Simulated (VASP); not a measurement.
# ZnS (Wurtzite-2H) (P6_3mc) in VASP: further runs

ZnS (Wurtzite-2H) is run at these levels: PBE; tasks: single point.

All numbers are computed with VASP 6.6.1; they aren't measurements. Logs are shortened: lines on timing, memory, paths and dates and some standing lists are left out, and cuts for length are marked.

**The experiment to reproduce.**

A printed reference work, monograph reports, for a bulk crystal of ZnS at 4 K: band gap 3.911 eV (direct).

The runs below are set against these values where they give the same quantity.

### 1 The cell of the first run

It takes space group P6_3mc (No. 186, hexagonal). The conventional cell has a = 3.811 Å, b = 3.811 Å, c = 6.234 Å, α = 90.00°, β = 90.00°, γ = 120.00°. Within 3.1 Å of Zn (site symmetry 3m) lie 4 S at 2.31 to 2.40 Å. S (site symmetry 3m) has 4 Zn at 2.31 to 2.40 Å within 3.1 Å.

### 2 Single point, PBE

The input, INCAR:

```
SYSTEM = ZnS
  PREC = Accurate
  ENCUT = 520
  EDIFF = 1E-6
  ISMEAR = -1
  SIGMA = 0.05
  LREAL = .False.
  LASPH = .True.
  NELM = 60
  ALGO = Normal
  ISIF = 2
  LWAVE = .False.
  LCHARG = .False.
  GGA = PE
  NBANDS = 26
```

The input, KPOINTS:

```
regular mesh
0
Gamma
  6 6 4
  0 0 0
```

The input, POSCAR:

```
ZnS
1.0
    3.8110000000      0.0000000000      0.0000000000
   -1.9055000000      3.3004230000      0.0000000000
    0.0000000000      0.0000000000      6.2340000000
Zn S
2 2
Direct
    0.3333333333      0.6666666667      0.0000000000
    0.6666666667      0.3333333333      0.5000000000
    0.3333333333      0.6666666667      0.3850000000
    0.6666666667      0.3333333333      0.8850000000
```

Potentials or basis: VASP PAW PBE potentials, release 64 (Zn, S).

Started as:

```console
> cat potpaw_PBE.64/Zn/POTCAR potpaw_PBE.64/S/POTCAR > POTCAR
> mpirun -np 1 vasp_std > vasp.out
```

OUTCAR:

```text
SYSTEM = ZnS
   PREC = Accurate
   ENCUT = 520
   EDIFF = 1E-6
   ISMEAR = -1
   LREAL = .False.
   LASPH = .True.
   NELM = 60
   ISIF = 2
   GGA = PE

 ion  position               nearest neighbor table
   1  0.333  0.667  0.000-   4 2.31   4 2.31   4 2.31   3 2.40
   2  0.667  0.333  0.500-   3 2.31   3 2.31   3 2.31   4 2.40
   3  0.333  0.667  0.385-   2 2.31   2 2.31   2 2.31   1 2.40
   4  0.667  0.333  0.885-   1 2.31   1 2.31   1 2.31   2 2.40

  LATTYP: Found a hexagonal cell.
 ALAT       =     3.8110000000
 C/A-ratio  =     1.6357911309

  Lattice vectors:

 A1 = (   3.8110000000,   0.0000000000,   0.0000000000)
 A2 = (  -1.9055000000,   3.3004230000,   0.0000000000)
 A3 = (   0.0000000000,   0.0000000000,   6.2340000000)

Analysis of symmetry for initial positions (statically):
=====================================================================
 Subroutine PRICEL returns:
 Original cell was already a primitive cell.

 Routine SETGRP: Setting up the symmetry group for a
 hexagonal supercell.

 Subroutine GETGRP returns: Found 12 space group operations
 (whereof  6 operations were pure point group operations)
 out of a pool of 24 trial point group operations.

The static configuration has the point symmetry C_3v.
 The point group associated with its full space group is C_6v.

Analysis of symmetry for dynamics (positions and initial velocities):
=====================================================================
 Subroutine PRICEL returns:
 Original cell was already a primitive cell.

 Routine SETGRP: Setting up the symmetry group for a
 hexagonal supercell.

 Subroutine GETGRP returns: Found 12 space group operations
 (whereof  6 operations were pure point group operations)
 out of a pool of 24 trial point group operations.

The dynamic configuration has the point symmetry C_3v.
 The point group associated with its full space group is C_6v.

 Subroutine INISYM returns: Found 12 space group operations
 (whereof  6 operations are pure point group operations),
 and found     1 'primitive' translations

----------------------------------------------------------------------------------------

                                     Primitive cell

  volume of cell :      78.4107

  direct lattice vectors                    reciprocal lattice vectors
     3.811000000  0.000000000  0.000000000     0.262398321  0.151495733  0.000000000
    -1.905500000  3.300423000  0.000000000     0.000000000  0.302991465  0.000000000
     0.000000000  0.000000000  6.234000000     0.000000000  0.000000000  0.160410651

  length of vectors
     3.811000000  3.811000161  6.234000000     0.302991478  0.302991465  0.160410651

  position of ions in fractional coordinates (direct lattice)
     0.333333333  0.666666667  0.000000000
     0.666666667  0.333333333  0.500000000
     0.333333333  0.666666667  0.385000000
     0.666666667  0.333333333  0.885000000

  ion indices of the primitive-cell ions
   primitive index   ion index
                 1           1
                 2           2
                 3           3
                 4           4

----------------------------------------------------------------------------------------

 KPOINTS: regular mesh

Automatic generation of k-mesh.
 Grid dimensions read from file:
 generate k-points for:    6    6    4

 Generating k-lattice:

  Cartesian coordinates                     Fractional coordinates (reciprocal lattice)
     0.043733053  0.025249289  0.000000000     0.166666667  0.000000000  0.000000000
     0.000000000  0.050498578  0.000000000     0.000000000  0.166666667  0.000000000
     0.000000000  0.000000000  0.040102663     0.000000000  0.000000000  0.250000000

  Length of vectors
     0.050498580  0.050498578  0.040102663

  Shift w.r.t. Gamma in fractional coordinates (k-lattice)
     0.000000000  0.000000000  0.000000000

 Subroutine IBZKPT returns following result:
 ===========================================

 Found     21 irreducible k-points:

 Following reciprocal coordinates:
            Coordinates               Weight
  0.000000  0.000000  0.000000      1.000000
  0.166667  0.000000  0.000000      6.000000
  0.333333  0.000000  0.000000      6.000000
  0.500000  0.000000  0.000000      3.000000
  0.166667  0.166667  0.000000      6.000000
  0.333333  0.166667  0.000000     12.000000
[... 13 lines left out ...]
  0.333333  0.166667  0.500000     12.000000
  0.333333  0.333333  0.500000      2.000000
   k-points           NKPTS =     21   k-points in BZ     NKDIM =     21   number of bands    NBANDS=     26
   number of dos      NEDOS =    301   number of ions     NIONS =      4
   total plane-waves  NPLWV =  37632
   dimension x,y,z NGX =    28 NGY =   28 NGZ =   48
   dimension x,y,z NGXF=    56 NGYF=   56 NGZF=   96
   ions per type =               2   2
   NGX,Y,Z   is equivalent  to a cutoff of  12.21, 12.21, 12.80 a.u.
   NGXF,Y,Z  is equivalent  to a cutoff of  24.43, 24.43, 25.60 a.u.
 SYSTEM =  ZnS
   PREC   = accura    normal or accurate (medium, high low for compatibility)
   ISTART =      0    job   : 0-new  1-cont  2-samecut
   ICHARG =      2    charge: 1-file 2-atom 10-const
   ISPIN  =      1    spin polarized calculation?
   LNONCOLLINEAR =      F non collinear calculations
   LSORBIT =      F    spin-orbit coupling
   LASPH  =      T    aspherical Exc in radial PAW
   ENCUT  =  520.0 eV  38.22 Ry    6.18 a.u.   7.09  7.09 11.59*2*pi/ulx,y,z
   NELM   =     60;   NELMIN=  2; NELMDL= -5     # of ELM steps
   EDIFF  = 0.1E-05   stopping-criterion for ELM
   LREAL  =      F    real-space projection
   EDIFFG = 0.1E-04   stopping-criterion for IOM
   NSW    =      0    number of steps for IOM
   IBRION =     -1    ionic relax: 0-MD 1-quasi-New 2-CG
   NFREE  =      0    steps in history (QN), initial steepest desc. (CG)
   ISIF   =      2    stress and relaxation
   ISYM   =      2    0-nonsym 1-usesym 2-fastsym
   POTIM  = 0.5000    time-step for ionic-motion
   TEBEG  =    0.0;   TEEND  =   0.0 temperature during run
   PSTRESS=    0.0 pullay stress
   NELECT =      36.0000    total number of electrons
   NUPDOWN=      -1.0000    fix difference up-down
   EMIN   =  10.00;   EMAX   =-10.00  energy-range for DOS
   EFERMI =   0.00;   METHOD = LEGACY
   ISMEAR =    -1;   SIGMA  =   0.05  broadening in eV -4-tet -1-fermi 0-gaus
   EFERMI_NEDOS =   21; number of points for ismear=-14 and -15
   IALGO  =     38    algorithm
   IMIX   =      4    mixing-type and parameters
     AMIX     =   0.40;   BMIX     =  1.00
     AMIX_MAG =   1.60;   BMIX_MAG =  1.00
  volume/ion in A,a.u.               =      19.60       132.29
  Fermi-wavevector in a.u.,A,eV,Ry     =   1.262943  2.386617 21.701646  1.595026
  Thomas-Fermi vector in A             =   2.396326
   LORBIT       =      0    0 simple, 1 ext, 2 COOP (PROOUT), +10 PAW based schemes
   GGA     = PE    functional components
   LHFCALC =     F    Hartree Fock is set to
   AEXX    =    0.0000 exact exchange contribution
   IVDW    =     0    specifies the selected vdW correction
   LEPSILON=     F    determine dielectric tensor
   LRPA    =     F    only Hartree local field effects (RPA)
 non-spin polarized calculation
  energy-cutoff  :      520.00
  volume of cell :       78.41
 maximum number of plane-waves:      2133
   NGX = 15   NGY = 15   NGZ = 23

 number of electron      35.9999977 magnetization

 Free energy of the ion-electron system (eV)
  ---------------------------------------------------
  ext. energy  EPLUGINS =         0.00000000
  ---------------------------------------------------
  free energy    TOTEN  =       -13.65076041 eV

  energy without entropy =      -13.65076041  energy(sigma->0) =      -13.65076041

 E-fermi :   3.2320     XC(G=0):  -9.6507

 val. band max:        2.1636697769   @ k =   0.0000   0.0000   0.0000
 cond. band min:       4.4165317229   @ k =   0.0000   0.0000   0.0000
 fundamental gap:      2.2528619460
 Fermi energy:         3.2319863052

 k-point     1 :       0.0000    0.0000    0.0000
  band No.  band energies     occupation
      1     -11.0298      2.00000
      2     -10.1067      2.00000
      3      -4.2061      2.00000
      4      -4.2061      2.00000
      5      -4.1418      2.00000
      6      -4.1418      2.00000
[... 18 lines left out ...]
     25       9.7861      0.00000
     26      11.4734      0.00000

 k-point     2 :       0.1667    0.0000    0.0000
  band No.  band energies     occupation
      1     -10.8446      2.00000
      2     -10.0028      2.00000
      3      -4.2179      2.00000
      4      -4.1636      2.00000
      5      -4.1292      2.00000
      6      -4.0866      2.00000
[... 18 lines left out ...]
     25      10.4522      0.00000
     26      10.6183      0.00000

 k-point     3 :       0.3333    0.0000    0.0000
  band No.  band energies     occupation
      1     -10.4002      2.00000
      2      -9.8148      2.00000
      3      -4.1973      2.00000
      4      -4.0919      2.00000
      5      -4.0769      2.00000
      6      -3.9655      2.00000
[... 18 lines left out ...]
     25      10.8430      0.00000
     26      11.8384      0.00000

 k-point     4 :       0.5000    0.0000    0.0000
  band No.  band energies     occupation
      1     -10.0937      2.00000
      2      -9.7720      2.00000
      3      -4.1704      2.00000
      4      -4.0662      2.00000
      5      -3.9537      2.00000
      6      -3.9032      2.00000
[... 18 lines left out ...]
     25      11.2485      0.00000
     26      13.5312      0.00000

 k-point     5 :       0.1667    0.1667    0.0000
  band No.  band energies     occupation
      1     -10.5261      2.00000
      2      -9.8562      2.00000
      3      -4.1776      2.00000
      4      -4.1328      2.00000
      5      -4.0569      2.00000
      6      -4.0531      2.00000
[... 18 lines left out ...]
     25      10.9067      0.00000
     26      11.0940      0.00000

 k-point     6 :       0.3333    0.1667    0.0000
  band No.  band energies     occupation
      1     -10.1080      2.00000
      2      -9.7651      2.00000
      3      -4.1382      2.00000
      4      -4.0590      2.00000
      5      -3.9237      2.00000
      6      -3.9216      2.00000
[... 340 lines left out ...]
 k-point    18 :       0.5000    0.0000    0.5000
  band No.  band energies     occupation
      1      -9.9232      2.00000
      2      -9.9232      2.00000
      3      -4.1697      2.00000
      4      -4.1697      2.00000
      5      -3.9852      2.00000
      6      -3.9852      2.00000
[... 18 lines left out ...]
     25      11.4440      0.00000
     26      11.4440      0.00000

 k-point    19 :       0.1667    0.1667    0.5000
  band No.  band energies     occupation
      1     -10.2041      2.00000
      2     -10.2041      2.00000
      3      -4.1691      2.00000
      4      -4.1691      2.00000
      5      -4.0728      2.00000
      6      -4.0728      2.00000
[... 18 lines left out ...]
     25      10.6474      0.00000
     26      10.6474      0.00000

 k-point    20 :       0.3333    0.1667    0.5000
  band No.  band energies     occupation
      1      -9.9280      2.00000
      2      -9.9280      2.00000
      3      -4.1104      2.00000
      4      -4.1104      2.00000
      5      -3.9887      2.00000
      6      -3.9887      2.00000
[... 18 lines left out ...]
     25      11.2727      0.00000
     26      11.2727      0.00000

 k-point    21 :       0.3333    0.3333    0.5000
  band No.  band energies     occupation
      1      -9.8333      2.00000
      2      -9.8333      2.00000
      3      -4.0171      2.00000
      4      -4.0171      2.00000
      5      -4.0089      2.00000
      6      -4.0089      2.00000
[... 18 lines left out ...]
     25      11.9395      0.00000
     26      11.9395      0.00000

------------------------ aborting loop because EDIFF is reached ----------------------------------------

  FORCE on cell =-STRESS in cart. coord.  units (eV):
  Direction    XX          YY          ZZ          XY          YZ          ZX
  --------------------------------------------------------------------------------------
  -------------------------------------------------------------------------------------
  Total        1.5674511      1.5674513      0.5412183      0.0000000     -0.0000000      0.0000000
  in kB       32.0279576     32.0279612     11.0587922      0.0000000     -0.0000000      0.0000000
  external PRESSURE =      25.0382370 kB  Pullay stress =       0.0000000 kB

 VOLUME and BASIS-vectors are now :
 -----------------------------------------------------------------------------
  energy-cutoff  :      520.00
  volume of cell :       78.41
      direct lattice vectors                 reciprocal lattice vectors
     3.811000000  0.000000000  0.000000000     0.262398321  0.151495733  0.000000000
    -1.905500000  3.300423000  0.000000000     0.000000000  0.302991465  0.000000000
     0.000000000  0.000000000  6.234000000     0.000000000  0.000000000  0.160410651

 POSITION                                       TOTAL-FORCE (eV/Angst)
 -----------------------------------------------------------------------------------
     -0.00000      2.20028      0.00000        -0.000000     -0.000000      0.323934
      1.90550      1.10014      3.11700         0.000000      0.000000      0.323934
     -0.00000      2.20028      2.40009         0.000000     -0.000000     -0.323934
      1.90550      1.10014      5.51709         0.000000      0.000000     -0.323934
 -----------------------------------------------------------------------------------
    total drift:                               -0.000000     -0.000000      0.000466

  FREE ENERGIE OF THE ION-ELECTRON SYSTEM (eV)
  ---------------------------------------------------
  free  energy   TOTEN  =       -13.6507604074 eV

  energy  without entropy=      -13.6507604074  energy(sigma->0) =      -13.65076041
```

Wall time 18 s (1 thread of Intel Xeon 6975P-C (Granite Rapids), shared host); peak memory 0.19 GiB.

Results:

| Property | Result |
| --- | --- |
| Free energy | -13.6508 eV |
| Pressure | 2.5 GPa |
| Largest force | 0.324 eV/Å |
| Band gap on the k mesh | 2.25 eV, direct |

Forces on the atoms (eV/Å):
```
Zn   0.000  0.000  0.324
Zn   0.000  0.000  0.324
S    0.000  0.000 -0.324
S    0.000  0.000 -0.324
```

Stress tensor (GPa, compression positive):
```
3.20 0.00 0.00
0.00 3.20 0.00
0.00 0.00 1.11
```

### 3 Single point, PBE

The input, INCAR:

```
ALGO = Normal
EDIFF = 1E-6
ENCUT = 520
GGA = PE
ISIF = 2
ISMEAR = -1
LASPH = T
LCHARG = F
LREAL = F
LWAVE = F
NBANDS = 26
NELM = 80
PREC = Accurate
SIGMA = 0.05
```

The input, KPOINTS:

```
k-points
0
Gamma
  6 6 4
```

The input, POSCAR:

```
ZnS
1.0
    3.8491100000      0.0000000000      0.0000000000
   -1.9245550000      3.3334272300      0.0000000000
    0.0000000000      0.0000000000      6.1111655720
Zn S
2 2
Direct
    0.3333333333      0.6666666667      0.0000000000
    0.6666666667      0.3333333333      0.5000000000
    0.3333333333      0.6666666667      0.3850000000
    0.6666666667      0.3333333333      0.8850000000
```

Potentials or basis: VASP PAW PBE potentials, release 64 (Zn, S).

Started as:

```console
> cat potpaw_PBE.64/Zn/POTCAR potpaw_PBE.64/S/POTCAR > POTCAR
> mpirun -np 1 vasp_std > vasp.out
```

Wall time 21 s (1 thread of Intel Xeon 6975P-C (Granite Rapids), shared host); peak memory 0.2 GiB.

Results (log left out):

- Free energy: -13.6518 eV
- Pressure: 2.4 GPa
- Largest force: 0.149 eV/Å
- Band gap on the k mesh: 2.20 eV, direct

Forces on the atoms (eV/Å):
```
Zn   0.000  0.000  0.149
Zn   0.000  0.000  0.149
S    0.000  0.000 -0.149
S    0.000  0.000 -0.149
```

Stress tensor (GPa, compression positive):
```
1.72 0.00 0.00
0.00 1.72 0.00
0.00 0.00 3.65
```

Levels at points of the mesh, in eV from the valence-band top:
```csv
k point,band 15,band 16,band 17,band 18,band 19,band 20,band 21,band 22
"(0.00, 0.00, 0.00)",-1.03,-0.10,-0.10,0.00,2.20,2.72,6.12,6.12
"(0.50, 0.00, 0.00)",-3.25,-2.40,-1.63,-1.00,3.43,4.26,5.26,6.99
"(0.00, 0.00, 0.50)",-0.59,-0.59,-0.59,-0.59,3.35,3.35,6.56,6.56
"(0.50, 0.00, 0.50)",-1.75,-1.75,-1.51,-1.51,3.60,3.60,5.16,5.16
```

### 4 Comparison with measurements

Step 2. Against the measured gap of ZnS, 3.911 eV (direct; 4 K; a printed reference work, monograph), the calculated 2.25 eV is off by -1.66 eV. The value is that of PBE, without temperature or zero-point motion. Semilocal functionals fall short of measured gaps as a rule.

Step 3. Measured gap of ZnS: 3.911 eV (direct; 4 K; a printed reference work, monograph). This calculation gives 2.20 eV (-1.71 eV). The value is that of PBE, without temperature or zero-point motion. Semilocal functionals fall short of measured gaps as a rule.
